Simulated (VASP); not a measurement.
Here is a VASP 6.6.1 calculation.

Contents of INCAR:

```
  PREC = Accurate
  ENCUT = 600
  EDIFF = 1E-7
  ISMEAR = 0
  SIGMA = 0.03
  LREAL = F
  LASPH = T
  NELM = 80
  ALGO = Fast
  ISIF = 2
  LWAVE = F
  LCHARG = F
  GGA = PE
  IVDW = 12
  IBRION = 2
  NSW = 40
  EDIFFG = -0.01
```

The input KPOINTS:

```
regular mesh
0
Gamma
  8 8 8
```

Contents of POSCAR:

```
KI                                      
1.0
    0.0000000000      3.4594260348      3.4594260348
    3.4594260348      0.0000000000      3.4594260348
    3.4594260348      3.4594260348      0.0000000000
  K               I             
     1     1
Direct
     0.0000000000000000    0.0000000000000000    0.0000000000000000
     0.5000000000000000    0.5000000000000000    0.5000000000000000
```

Potentials or basis: VASP PAW PBE potentials, release 64 (K_sv, I).

Launch:

```bash
$ cat potpaw_PBE.64/K_sv/POTCAR potpaw_PBE.64/I/POTCAR > POTCAR
$ mpirun -np 1 vasp_std > vasp.out
```

(1) What does it give for the dispersion energy per atom?

(2) Estimate the band gap on the k mesh.

Answers

(1) -0.243 eV.

(2) 4.12 eV, direct.

Caveat: the relaxation stopped at its first step, so nothing moved; spin-orbit coupling is left out, which moves the levels of the heavy elements.
